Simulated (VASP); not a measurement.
# PbSe (Clausthalite) (Fm-3m) in VASP: a series of runs

Runs on PbSe (Clausthalite). Level: PBE. Tasks: single point, relaxation of cell and atoms.

Program: VASP 6.6.1. These are calculated values, not measurements. Logs are shortened: lines on timing, memory, paths and dates and some standing lists are left out, and cuts for length are marked.

**The experiment to reproduce.**

From a printed reference work, monograph, for a bulk crystal of PbSe: band gap 0.15 eV (direct) at 4.2 K; band gap 0.28 eV (direct) at 300 K.

The runs below are set against these values where they give the same quantity.

### 1 Starting point

Symmetry: Fm-3m, No. 225, cubic system. Conventional cell: a = 6.121 Å, b = 6.121 Å, c = 6.121 Å, α = 90.00°, β = 90.00°, γ = 90.00°. Pb (site symmetry m-3m) has 6 Se at 3.06 Å as nearest neighbours. Around Se (site symmetry m-3m) lie 6 Pb at 3.06 Å.

### 2 Single point, PBE

File INCAR:

```
PREC     = Accurate       # precision mode
ENCUT    = 520            # plane-wave cutoff, eV
EDIFF    = 1E-6           # SCF threshold, eV
ISMEAR   = 0              # smearing method
SIGMA    = 0.028999999999999998 # smearing width, eV
LREAL    = F              # projectors in reciprocal space
LASPH    = T              # aspherical terms in the spheres
NELM     = 100            # most SCF steps
ALGO     = Fast           # electronic algorithm
ISIF     = 2              # what is computed and relaxed
LWAVE    = F              # write WAVECAR
LCHARG   = T              # write CHGCAR
GGA      = PE             # functional
LELF     = T              # ELF
LVHAR    = T            
NBANDS   = 17             # bands
```

File KPOINTS:

```
regular mesh
0
Gamma
  8 8 8
```

File POSCAR:

```
PbSe
1.0
    0.0000000000      3.0606500000      3.0606500000
    3.0606500000      0.0000000000      3.0606500000
    3.0606500000      3.0606500000      0.0000000000
Pb Se
1 1
Direct
    0.0000000000      0.0000000000      0.0000000000
    0.5000000000      0.5000000000      0.5000000000
```

Potentials or basis: VASP PAW PBE potentials, release 64 (Pb_d, Se).

Command:

```bash
cat potpaw_PBE.64/Pb_d/POTCAR potpaw_PBE.64/Se/POTCAR > POTCAR
mpirun -np 1 vasp_std > vasp.out
```

OUTCAR:

```text
PREC = Accurate
   ENCUT = 520
   EDIFF = 1E-6
   ISMEAR = 0
   LREAL = F
   LASPH = T
   NELM = 100
   ISIF = 2
   GGA = PE

 ion  position               nearest neighbor table
   1  0.000  0.000  0.000-   2 3.06   2 3.06   2 3.06   2 3.06   2 3.06   2 3.06
   2  0.500  0.500  0.500-   1 3.06   1 3.06   1 3.06   1 3.06   1 3.06   1 3.06

  LATTYP: Found a face centered cubic cell.
 ALAT       =     6.1213000000

  Lattice vectors:

 A1 = (   0.0000000000,   3.0606500000,   3.0606500000)
 A2 = (   3.0606500000,   0.0000000000,   3.0606500000)
 A3 = (   3.0606500000,   3.0606500000,   0.0000000000)

Analysis of symmetry for initial positions (statically):
=====================================================================
 Subroutine PRICEL returns:
 Original cell was already a primitive cell.

 Routine SETGRP: Setting up the symmetry group for a
 face centered cubic supercell.

 Subroutine GETGRP returns: Found 48 space group operations
 (whereof 48 operations were pure point group operations)
 out of a pool of 48 trial point group operations.

The static configuration has the point symmetry O_h .

Analysis of symmetry for dynamics (positions and initial velocities):
=====================================================================
 Subroutine PRICEL returns:
 Original cell was already a primitive cell.

 Routine SETGRP: Setting up the symmetry group for a
 face centered cubic supercell.

 Subroutine GETGRP returns: Found 48 space group operations
 (whereof 48 operations were pure point group operations)
 out of a pool of 48 trial point group operations.

The dynamic configuration has the point symmetry O_h .

 Subroutine INISYM returns: Found 48 space group operations
 (whereof 48 operations are pure point group operations),
 and found     1 'primitive' translations

----------------------------------------------------------------------------------------

                                     Primitive cell

  volume of cell :      57.3418

  direct lattice vectors                    reciprocal lattice vectors
     0.000000000  3.060650000  3.060650000    -0.163363991  0.163363991  0.163363991
     3.060650000  0.000000000  3.060650000     0.163363991 -0.163363991  0.163363991
     3.060650000  3.060650000  0.000000000     0.163363991  0.163363991 -0.163363991

  length of vectors
     4.328412740  4.328412740  4.328412740     0.282954733  0.282954733  0.282954733

[... 80 lines left out ...]
   EDIFF  = 0.1E-05   stopping-criterion for ELM
   LREAL  =      F    real-space projection
   EDIFFG = 0.1E-04   stopping-criterion for IOM
   NSW    =      0    number of steps for IOM
   IBRION =     -1    ionic relax: 0-MD 1-quasi-New 2-CG
   NFREE  =      0    steps in history (QN), initial steepest desc. (CG)
   ISIF   =      2    stress and relaxation
   ISYM   =      2    0-nonsym 1-usesym 2-fastsym
   POTIM  = 0.5000    time-step for ionic-motion
   TEBEG  =    0.0;   TEEND  =   0.0 temperature during run
   PSTRESS=    0.0 pullay stress
   NELECT =      20.0000    total number of electrons
   NUPDOWN=      -1.0000    fix difference up-down
   EMIN   =  10.00;   EMAX   =-10.00  energy-range for DOS
   EFERMI =   0.00;   METHOD = LEGACY
   ISMEAR =     0;   SIGMA  =   0.03  broadening in eV -4-tet -1-fermi 0-gaus
   EFERMI_NEDOS =   21; number of points for ismear=-14 and -15
   IALGO  =     68    algorithm
   IMIX   =      4    mixing-type and parameters
     AMIX     =   0.40;   BMIX     =  1.00
     AMIX_MAG =   1.60;   BMIX_MAG =  1.00
  volume/ion in A,a.u.               =      28.67       193.48
  Fermi-wavevector in a.u.,A,eV,Ry     =   1.152377  2.177676 18.068159  1.327972
  Thomas-Fermi vector in A             =   2.289028
   LORBIT       =      0    0 simple, 1 ext, 2 COOP (PROOUT), +10 PAW based schemes
   GGA     = PE    functional components
   LHFCALC =     F    Hartree Fock is set to
   AEXX    =    0.0000 exact exchange contribution
   IVDW    =     0    specifies the selected vdW correction
   LEPSILON=     F    determine dielectric tensor
   LRPA    =     F    only Hartree local field effects (RPA)
 non-spin polarized calculation
 RMM-DIIS sequential band-by-band and
 Gauss-broadening in eV      SIGMA  =   0.03
  energy-cutoff  :      520.00
  volume of cell :       57.34
 maximum number of plane-waves:      1572
   NGX = 17   NGY = 17   NGZ = 17

 number of electron      20.0000000 magnetization

 Free energy of the ion-electron system (eV)
  ---------------------------------------------------
  ext. energy  EPLUGINS =         0.00000000
  ---------------------------------------------------
  free energy    TOTEN  =        -8.17833448 eV

  energy without entropy =       -8.17833448  energy(sigma->0) =       -8.17833448

 E-fermi :   5.2228     XC(G=0):  -9.5301

 val. band max:        5.0699674327   @ k =   0.5000   0.0000   0.0000
 cond. band min:       5.3610538308   @ k =   0.5000   0.0000   0.0000
 fundamental gap:      0.2910863982
 Fermi energy:         5.2228021156

 k-point     1 :       0.0000    0.0000    0.0000
  band No.  band energies     occupation
      1     -11.7684      2.00000
      2     -11.7684      2.00000
      3     -11.7684      2.00000
      4     -11.7644      2.00000
      5     -11.7644      2.00000
      6      -8.5247      2.00000
[... 457 lines left out ...]
      4     -11.7477      2.00000
      5     -11.7327      2.00000
      6      -7.2650      2.00000
[... 9 lines left out ...]
     16      15.9116      0.00000
     17      15.9962      0.00000

 [... further k-points ...]

------------------------ aborting loop because EDIFF is reached ----------------------------------------

  FORCE on cell =-STRESS in cart. coord.  units (eV):
  Direction    XX          YY          ZZ          XY          YZ          ZX
  --------------------------------------------------------------------------------------
  -------------------------------------------------------------------------------------
  Total        0.8629113      0.8629113      0.8629113      0.0000000      0.0000000     -0.0000000
  in kB       24.1104738     24.1104738     24.1104738      0.0000000      0.0000000     -0.0000000
  external PRESSURE =      24.1104738 kB  Pullay stress =       0.0000000 kB

 VOLUME and BASIS-vectors are now :
 -----------------------------------------------------------------------------
  energy-cutoff  :      520.00
  volume of cell :       57.34
      direct lattice vectors                 reciprocal lattice vectors
     0.000000000  3.060650000  3.060650000    -0.163363991  0.163363991  0.163363991
     3.060650000  0.000000000  3.060650000     0.163363991 -0.163363991  0.163363991
     3.060650000  3.060650000  0.000000000     0.163363991  0.163363991 -0.163363991

 POSITION                                       TOTAL-FORCE (eV/Angst)
 -----------------------------------------------------------------------------------
      0.00000      0.00000      0.00000         0.000000     -0.000000     -0.000000
      3.06065      3.06065      3.06065        -0.000000      0.000000      0.000000
 -----------------------------------------------------------------------------------
    total drift:                                0.000000     -0.000000     -0.000000

  FREE ENERGIE OF THE ION-ELECTRON SYSTEM (eV)
  ---------------------------------------------------
  free  energy   TOTEN  =        -8.1783344804 eV

  energy  without entropy=       -8.1783344804  energy(sigma->0) =       -8.17833448
```

stdout:

```text
POSCAR found type information on POSCAR PbSe
 POSCAR found :  2 types and       2 ions
 scaLAPACK will be used
 LDA part: xc-table for (Slater+PW92), standard interpolation
 POSCAR, INCAR and KPOINTS ok, starting setup
 FFT: planning ... GRIDC
 FFT: planning ... GRID_SOFT
 FFT: planning ... GRID
 WAVECAR not read
 entering main loop
```

Run time: 19 s. Hardware: 1 thread of Intel Xeon Platinum 8375C at 2.90GHz (Ice Lake), shared host; peak memory 0.19 GiB.

Results:

```
Free energy            : -8.1783 eV
Pressure               : 2.4 GPa
Band gap on the k mesh : 0.29 eV, direct
```

Levels at points of the mesh, in eV from the valence-band top:
| k point | band 8 | band 9 | band 10 | band 11 | band 12 | band 13 |
| --- | --- | --- | --- | --- | --- | --- |
| (0.00, 0.00, 0.00) | -1.88 | -1.88 | -1.88 | 4.71 | 4.71 | 4.71 |
| (0.50, 0.00, 0.00) | -1.47 | -1.47 | 0.00 | 0.29 | 1.70 | 1.70 |
| (0.50, 0.50, 0.00) | -4.98 | -3.24 | -3.24 | 3.69 | 5.61 | 5.61 |

Caveat: spin-orbit coupling is left out, which as a rule narrows the gap of such compounds by several tenths of an eV.

### 3 Relaxation of cell and atoms, PBE

File INCAR:

```
ALGO = Normal
EDIFF = 1E-6
EDIFFG = -0.005
ENCUT = 600
GGA = PE
IBRION = 2
ISIF = 3
ISMEAR = -1
LASPH = T
LCHARG = F
LREAL = F
LWAVE = F
NELM = 60
NSW = 40
PREC = Accurate
SIGMA = 0.05
```

File KPOINTS:

```
k-points
0
Gamma
  8 8 8
```

POSCAR is that of step 2.

Potentials or basis: VASP PAW PBE potentials, release 54 (Pb_d, Se).

Command:

```bash
cat potpaw_PBE.54/Pb_d/POTCAR potpaw_PBE.54/Se/POTCAR > POTCAR
mpirun -np 1 vasp_std > vasp.out
```

Run time: 53 s. Hardware: 1 thread of Intel Xeon Platinum 8375C at 2.90GHz (Ice Lake), shared host; peak memory 0.23 GiB.

It converged, with:

| Item | Value |
| --- | --- |
| Free energy | -8.1985 eV |
| Relaxed volume | 30.05 Å³/atom |
| Relaxed cell | a = 4.397 Å, b = 4.397 Å, c = 4.397 Å, α = 60.00°, β = 60.00°, γ = 60.00° |
| Space group after relaxing (to 0.05 Å) | Fm-3m (No. 225) |
| Energy gained by relaxing | 10.0 meV/atom |
| Ionic steps | 3 |
| Pressure after relaxing | 0.0 GPa |
| Band gap on the k mesh | 0.44 eV, direct |

Step by step:
```csv
step,energy change (eV),largest force (eV/Å),pressure (GPa),volume (Å³)
1,0.0000,0.0000,2.43,57.34
2,-0.0180,0.0000,-0.69,61.02
3,-0.0200,0.0000,0.02,60.09
```

Final structure:
```
CELL_PARAMETERS angstrom
0.00000 3.10880 3.10880
3.10880 0.00000 3.10880
3.10880 3.10880 0.00000
ATOMIC_POSITIONS crystal
Pb 0.00000 0.00000 0.00000
Se 0.50000 0.50000 0.50000
```

Levels at points of the mesh, in eV from the valence-band top:
```csv
k point,band 7,band 8,band 9,band 10,band 11,band 12,band 13,band 14
"(0.00, 0.00, 0.00)",-6.34,-1.64,-1.64,-1.64,4.64,4.64,4.64,6.65
"(0.50, 0.00, 0.00)",-8.52,-1.26,-1.26,0.00,0.44,1.83,1.83,8.53
"(0.50, 0.50, 0.00)",-7.28,-4.57,-2.91,-2.91,3.92,5.47,5.47,5.88
```

Caveat: spin-orbit coupling is left out, which as a rule narrows the gap of such compounds by several tenths of an eV.

[end of part 1 of 2]
